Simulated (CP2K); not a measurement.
Crystal: Ru.

```
CELL_PARAMETERS angstrom
2.70580 0.00000 0.00000
-1.35290 2.34329 0.00000
0.00000 0.00000 4.28190
ATOMIC_POSITIONS crystal
Ru 0.66667 0.33333 0.75000
Ru 0.33333 0.66667 0.25000
```

Program: CP2K 2026.2. Alike in all runs: task band structure; no spin polarisation; cell as given; k mesh 11 × 11 × 6.

**Question.** Order these runs on this cell by their pressure, lowest first.
A. level PBEsol; potentials or basis POTENTIAL_UZH Ru GTH-PBE-q16; TZVP-MOLOPT-PBE-GTH basis; smearing fermi-dirac 0.0259 eV; basis sets Ru TZVP-MOLOPT-PBE-GTH-q16; potentials Ru GTH-PBE-q16 of POTENTIAL_UZH; points a segment of the path (NPOINTS) 10; bands added on the path 6; CUTOFF of the grids 450 Ry
B. level r2SCAN; potentials or basis POTENTIAL_UZH Ru GTH-SCAN-q16; TZVP-MOLOPT-SCAN-GTH basis; smearing fermi-dirac 0.05 eV; basis sets Ru TZVP-MOLOPT-SCAN-GTH-q16; potentials Ru GTH-SCAN-q16 of POTENTIAL_UZH; points a segment of the path (NPOINTS) 6; bands added on the path 2; CUTOFF of the grids 675 Ry
C. level LDA; potentials or basis GTH_POTENTIALS Ru GTH-PADE-q16; TZVP-MOLOPT-PBE-GTH basis; smearing fermi-dirac 0.05 eV; basis sets Ru TZVP-MOLOPT-PBE-GTH-q16; potentials Ru GTH-PADE-q16 of GTH_POTENTIALS; points a segment of the path (NPOINTS) 8; bands added on the path 6; CUTOFF of the grids 450 Ry

**Answer.** C (-8.0 GPa), A (-2.8 GPa), B (15.3 GPa).

Caveats: the basis of atomic orbitals isn't converged, which shifts pressures, moduli and gaps; so large a pressure means that the cell lies far from this level's equilibrium, or that cutoff or potentials fall short (some runs); the potentials were made for another functional, which shifts forces and pressure (some runs).
